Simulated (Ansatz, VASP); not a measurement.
**AlRu: VASP beside Ansatz**

File INCAR:

```
SYSTEM = AlRu
ALGO = Fast ; EDIFF = 1E-7
ENCUT = 520 ; GGA = PE
ISIF = 2 ; ISMEAR = 0
ISPIN = 2 ; LASPH = .TRUE.
LCHARG = .FALSE. ; LMAXMIX = 4
LORBIT = 11 ; LREAL = .FALSE.
LWAVE = .FALSE. ; MAGMOM = 0 1
NBANDS = 20 ; NELM = 150
PREC = Accurate ; SIGMA = 0.1
```

KPOINTS

```
k-points
0
G
  6 6 6
  0 0 0
```

POSCAR

```
AlRu
1.0
    3.0037904299      0.0000000000      0.0000000000
    0.0000000000      3.0037904299      0.0000000000
    0.0000000000      0.0000000000      3.0037904299
Al Ru
1 1
Direct
    0.0000000000      0.0000000000      0.0000000000
    0.5000000000      0.5000000000      0.5000000000
```

Input for Ansatz:

```yaml
crystal:
  lattice:
    - [3.0037904299, 0.0, 0.0]
    - [0.0, 3.0037904299, 0.0]
    - [0.0, 0.0, 3.0037904299]
  atoms:
    - { symbol: Al, position: [0.0, 0.0, 0.0] }
    - { symbol: Ru, position: [0.5, 0.5, 0.5], spin: 1.0 }
basis:
  ecutwfc: 420
kpoints:
  mp_grid: { grid: [6, 6, 6] }
hamiltonian:
  xc: pbe
scf:
  occupations: { method: gaussian, width: 0.1 }
  lower_state_search: "off"
output:
  forces: true
  stress: true
  eigenvalues: true
  populations: true
magnetization:
  spin_polarized: true
```

Change from the starting cell: species swapped into the GdIn type (Pm-3m, No. 221).

Alike in both runs: task single point; functional PBE; k mesh 6 × 6 × 6; occupations gaussian, width 0.1 eV; collinear spin.

|  | VASP | Ansatz |
| --- | --- | --- |
| version | VASP 6.6.1 | Ansatz 0.2.0 |
| potentials or method | VASP PAW PBE potentials, release 64 (Al, Ru_pv) | scalar-relativistic, plane waves, PAW |
| plane-wave cutoff (eV) | 520 | 420 |
| valence electrons in the cell | 17 | 19 |

Ansatz gave:

| Property | Result |
| --- | --- |
| gap on the k mesh at the Fermi level (eV) | none |
| pressure (GPa) | 0.0 |
| net moment per atom (μB) | 0.01 |

**Question.** Which values does VASP return?

**Answer.** gap on the k mesh at the Fermi level (eV): none; pressure (GPa): -0.1; net moment per atom (μB): 0.01.

A gap of «none» marks a metal or a gap that the smearing closes. The functional is the same, so the differences come from potentials, cutoffs and numerics. The two sets of potentials don't hold the same shells in valence. Ansatz warned: «seeded_moment_not_kept».
